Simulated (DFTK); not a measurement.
Runs of DFTK 0.8.2 on CoO. The structure is cubic, space group Fm-3m (No. 225). The conventional cell has a = 4.263 Å, b = 4.263 Å, c = 4.263 Å, α = 90.00°, β = 90.00°, γ = 90.00°. Co (site symmetry m-3m) has 6 O at 2.13 Å as nearest neighbours. Around O (site symmetry m-3m) lie 6 Co at 2.13 Å. 

| task | level | potentials or basis | k mesh | cutoff (eV) | mesh quality | gap on the mesh (eV) | pressure (GPa) | moment (μB) | V0 of scaled cells (Å³/atom) | B0 (GPa) |
| --- | --- | --- | --- | --- | --- | --- | --- | --- | --- | --- |
| equation of state | RPBE | dojo.nc.sr.pbe.v0_5.standard.upf (PBE) | 7 × 7 × 7 | 1306 | coarse | - | - | - | 9.89 | 171 |
| band structure | MS2 | SG15 1.2 (PBE) | 7 × 7 × 7 | 1225 | coarse | none | -6.4 | 2.93 | - | - |
| band structure | LDA-VWN | dojo.nc.sr.lda.v0_4_1.standard.upf (LDA) | 8 × 8 × 8 | 1306 | not flagged | none | -20.1 | 2.87 | - | - |
| equation of state | OLYP | SPMS 1.0 (PBE) | 7 × 7 × 7 | 1225 | coarse | - | - | - | 9.71 | 169 |
| band structure | RPBE | dojo.nc.sr.pbe.v0_5.standard.upf (PBE) | 8 × 8 × 8 | 1306 | not flagged | none | (b) | (a) | - | - |

Alike in all rows: spin collinear, ferromagnetic start; cell as given; smearing fermi-dirac 0.05 eV.

**Question.** Estimate the missing entries.

**Answer.** (a) 2.99; (b) 3.7.

Caveats: some runs use coarse meshes; the potentials were made for another functional, which shifts forces and pressure (some runs); a cell with one magnetic atom can't hold antiferromagnetic order, which such compounds often take (some runs); semilocal functionals often make such compounds metallic where correlation or magnetic order opens a gap, which also shifts bond lengths (some runs); so large a pressure means that the cell lies far from this level's equilibrium, or that cutoff or potentials fall short (some runs).

A gap of «none» marks a metal or a gap under the smearing width.

Runs at the PBE level aren't shown here.
